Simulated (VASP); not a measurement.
# Settings for Au: density of states

Au, Fm-3m (no. 225), 1 atom in the cell. PBE; PAW potentials Au (PBE set). VASP 6.6.1.

Wanted: density of states by 0.5 eV bins within 8 %; centre of the states within 12 eV below the valence top within 0.03 eV; states at the Fermi level within 8 %.

What the run is for: density of states; Accuracy asked: standard; k mesh of the density: 13 × 13 × 13.

POSCAR:
```
Au
1.0
    0.0000000000      2.0350000000      2.0350000000
    2.0350000000      0.0000000000      2.0350000000
    2.0350000000      2.0350000000      0.0000000000
Au
1
Direct
    0.0000000000      0.0000000000      0.0000000000
```

The series start from Plane-wave cutoff (eV): 260; k-point mesh: 15 × 15 × 15; Energy points (NEDOS): 2001; Occupations for the DOS: ISMEAR=-5; Electronic threshold (eV): 1e-6; Precision mode (PREC): Accurate. Each series keeps the choices made before it, and each single choice may use up half of a tolerance. Times cover all steps of a run.

## Plane-wave cutoff (eV)

| Plane-wave cutoff (eV) | Density of states by 0.5 eV bins, largest deviation against the largest value | Centre of the states within 12 eV below the valence top (eV) | States at the Fermi level (states/eV/atom) | Time (s) |
|---|---|---|---|---|
| 180 | 14 % | -4.380 | 0.2829 | 5.0 |
| 230 | 0.21 % | -4.359 | 0.2868 | 5.4 |
| 260 | 1.1 % | -4.353 | 0.2879 | 5.9 |
| 300 | 1 % | -4.354 | 0.2877 | 6.3 |
| 370 | 0.088 % | -4.357 | 0.2874 | 11 |
| 460 (reference) | 0 % | -4.357 | 0.2874 | 14 |

Chosen: 230, the loosest value from which every tighter one stays within half of the tolerance.

## k-point mesh

| k-point mesh | Density of states by 0.5 eV bins, largest deviation against the largest value | Centre of the states within 12 eV below the valence top (eV) | States at the Fermi level (states/eV/atom) | Time (s) |
|---|---|---|---|---|
| 6 × 6 × 6 | 19 % | -4.437 | 0.3369 | 3.8 |
| 8 × 8 × 8 | 34 % | -4.391 | 0.2904 | 3.9 |
| 10 × 10 × 10 | 16 % | -4.376 | 0.2785 | 4.8 |
| 13 × 13 × 13 | 12 % | -4.367 | 0.2884 | 4.9 |
| 15 × 15 × 15 | 6.6 % | -4.359 | 0.2868 | 5.4 |
| 18 × 18 × 18 | 4.3 % | -4.350 | 0.2789 | 6.5 |
| 23 × 23 × 23 | 1 % | -4.343 | 0.2818 | 8.6 |
| 27 × 27 × 27 (reference) | 0 % | -4.338 | 0.2796 | 12 |

Chosen: 23 × 23 × 23.

## Energy points (NEDOS)

| Energy points (NEDOS) | Density of states by 0.5 eV bins, largest deviation against the largest value | Centre of the states within 12 eV below the valence top (eV) | States at the Fermi level (states/eV/atom) | Time (s) |
|---|---|---|---|---|
| 301 | 2.3 % | -4.340 | 0.2814 | 8.8 |
| 501 | 2 % | -4.339 | 0.2818 | 8.4 |
| 1001 | 0.74 % | -4.342 | 0.2818 | 8.6 |
| 2001 | 0.79 % | -4.343 | 0.2818 | 8.6 |
| 4001 (reference) | 0 % | -4.340 | 0.2818 | 8.7 |

Chosen: 301.

## Occupations for the DOS

| Occupations for the DOS | Density of states by 0.5 eV bins, largest deviation against the largest value | Centre of the states within 12 eV below the valence top (eV) | States at the Fermi level (states/eV/atom) | Time (s) |
|---|---|---|---|---|
| ISMEAR=-5 | 0 % | -4.340 | 0.2814 | 8.8 |
| ISMEAR=-4 | 0 % | -4.340 | 0.2814 | 10 |
| ISMEAR=0 SIGMA=0.05 | 5.6 % | -4.333 | 0.4038 | 8.7 |
| ISMEAR=0 SIGMA=0.1 | 6.5 % | -4.329 | 0.365 | 8.1 |
| ISMEAR=-15 SIGMA=0.025 | 0.02 % | -4.340 | 0.2814 | 10 |
| ISMEAR=1 SIGMA=0.1 | 5.4 % | -4.333 | 0.3972 | 10 |

Chosen: ISMEAR=-5; no other choice that stays within half of the tolerance saves 30 % of the time.

## Electronic threshold (eV)

| Electronic threshold (eV) | Density of states by 0.5 eV bins, largest deviation against the largest value | Centre of the states within 12 eV below the valence top (eV) | States at the Fermi level (states/eV/atom) | Time (s) |
|---|---|---|---|---|
| 0.001 | 3 % | -4.331 | 0.2814 | 11 |
| 0.0001 | 3 % | -4.331 | 0.2814 | 11 |
| 1e-5 | 0.059 % | -4.340 | 0.2814 | 11 |
| 1e-6 (reference) | 0 % | -4.340 | 0.2814 | 8.8 |

Chosen: 0.001.

## Precision mode (PREC)

| Precision mode (PREC) | Density of states by 0.5 eV bins, largest deviation against the largest value | Centre of the states within 12 eV below the valence top (eV) | States at the Fermi level (states/eV/atom) | Time (s) |
|---|---|---|---|---|
| Normal | 0.56 % | -4.332 | 0.2814 | 7.7 |
| Accurate (reference) | 0 % | -4.331 | 0.2814 | 11 |

Chosen: Normal.

## All choices together

| Input | Density of states by 0.5 eV bins, largest deviation against the largest value | Centre of the states within 12 eV below the valence top (eV) | States at the Fermi level (states/eV/atom) | Time (s) |
|---|---|---|---|---|
| defaults for smearing, thresholds and mesh (naive) | 32 % | -4.202 | 0.9771 | 4.0 |
| chosen settings | 4.5 % | -4.332 | 0.2814 | 7.7 |
| reference settings throughout | 0 % | -4.337 | 0.28 | 41 |

The tolerance is met.

## The input

INCAR.step1:
```
GGA = PE
ISMEAR = 1
SIGMA = 0.1
LWAVE = False
LCHARG = True
NBANDS = 20
PREC = Normal
LASPH = True
LREAL = False
ALGO = Normal
EDIFF = 0.001
NELM = 120
GGA_COMPAT = False
ENCUT = 230
LMAXMIX = 4
```

INCAR.step2, as INCAR.step1 but for:
```
- ISMEAR = 1
- SIGMA = 0.1
- LCHARG = True
+ ISMEAR = -5
+ LCHARG = False
+ NEDOS = 301
+ LORBIT = 11
+ EMIN = -4.2669
+ EMAX = 17.7331
+ ICHARG = 11
```

KPOINTS.step1:
```
k-points
0
Gamma
  13 13 13
```

KPOINTS.step2:
```
Automatic mesh
0
Gamma
  23 23 23
  0 0 0
```

Commands (each step's output is kept before the next begins):
```
cat potpaw_PBE.64/Au/POTCAR > POTCAR
cp INCAR.step1 INCAR
cp KPOINTS.step1 KPOINTS
mpirun -np 1 vasp_std > vasp.out
cp INCAR.step2 INCAR
cp KPOINTS.step2 KPOINTS
mpirun -np 1 vasp_std > vasp.out
```

The chosen input took VASP 6.6.1 7.7 s on 1 core (Intel Xeon 6975P-C (Granite Rapids)), a shared host.

## An input that fails: tetrahedra on too few k points

VASP's message: IBZKPT: tetrahedron method fails for NKPT<4. NKPT = 1.

k mesh: 15 × 15 × 15 becomes 1 × 1 × 1.

Changes against the starting input:
```
(step 2)
- NELM = 120
+ NELM = 67
```
